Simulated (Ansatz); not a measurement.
# MnO2 (CdI2-type structure)

The computed numbers are results of PBE, scalar-relativistic (collinear spin) in the plane-wave PAW code Ansatz at 420 eV, Γ-centred 14×14×6 mesh, 0.05 eV Gaussian smearing; PAW files: Ansatz's generated set soft_2.

```xyz
3
Lattice="2.8768 0.0000 0.0000 -1.4384 2.4914 0.0000 0.0000 0.0000 5.4465" Properties=species:S:1:pos:R:3 pbc="T T T"
Mn    0.0000    0.0000    0.0000
O     0.0000    1.6609    0.9551
O     1.4384    0.8305    4.4913
```

This is a trial structure; measured cells of the compound in the Crystallography Open Database are in space groups Pnma, I4/m, P42/mnm.

Magnetic state: ferromagnetic, site spin moments Mn 2.52 μB.

Cell and atoms are those of this level's equilibrium.

The cell has space group P-3m1 (read at 0.01 Å). In it the stress is 0.01, 0.01, 0.03, 0.00, 0.00, 0.00 GPa and the largest force component 0.000 eV/Å. Each change below starts from this cell, without further relaxation. Stress is in GPa, positive in compression, in the order xx, yy, zz, yz, xz, xy; energies are counted from the cell above.

Question: What happens when atom 1 (Mn) is moved by 0.02 Å along y?

Answer: The energy changes by 2.4 meV per cell, and the force on it along the shift is -0.243 eV/Å (−F/u = 12.14 eV/Å²). Stress: 0.03, 0.08, 0.06, 0.03, 0.00, 0.00.
```tsv
atom	Fx (eV/Å)	Fy	Fz
Mn1	0.000	-0.243	0.000
O2	0.000	0.125	0.005
O3	0.000	0.117	-0.005
```
In a harmonic crystal the energy would rise by −½F·u = ½ × 12.14 × 0.02² eV = 2.4 meV, which matches.

Question: What happens when atom 2 (O) is moved by 0.12 Å along y?

Answer: The energy changes by 67.9 meV per cell, and the force on it along the shift is -1.089 eV/Å (−F/u = 9.07 eV/Å²). Stress: 2.30, -0.60, 1.00, -6.17, 0.00, 0.00. The gap on the mesh goes from 1.02 eV to 0.99 eV. Spin moments: Mn 2.47 μB.
```
atom  Fx (eV/Å)      Fy      Fz
 Mn1      0.000   0.600  -0.187
  O2      0.000  -1.089   0.217
  O3      0.000   0.488  -0.030
```
In a harmonic crystal the energy would rise by −½F·u = ½ × 9.07 × 0.12² eV = 65.3 meV, close to the run's value; the rest is anharmonic or numerical.

Question: A single strain component, atoms carried along, gave the stress -1.04, -3.35, -0.87, -0.23, 0.00, 0.00. Which component, and about how large?

Answer: An engineering strain of 1 % in yy; the energy changes by 4.2 meV per cell.

Question: A single strain component, atoms carried along, gave the stress 0.03, 0.02, 0.04, -0.01, -1.07, 0.27. Which component, and about how large?

Answer: An engineering strain of 1 % in xz; the energy changes by 1.3 meV per cell.

Kohn–Sham gaps of semilocal functionals lie under measured ones, often by a third or more. Site moments are of spin, integrated over atomic spheres. The structure is built of weakly bound layers, and this functional has no dispersion term, so their spacing and all that hangs on it (volume, the soft elastic constants, low modes, dielectric constants) are poorly given. The moments were started parallel, and the real magnetic order may be another.
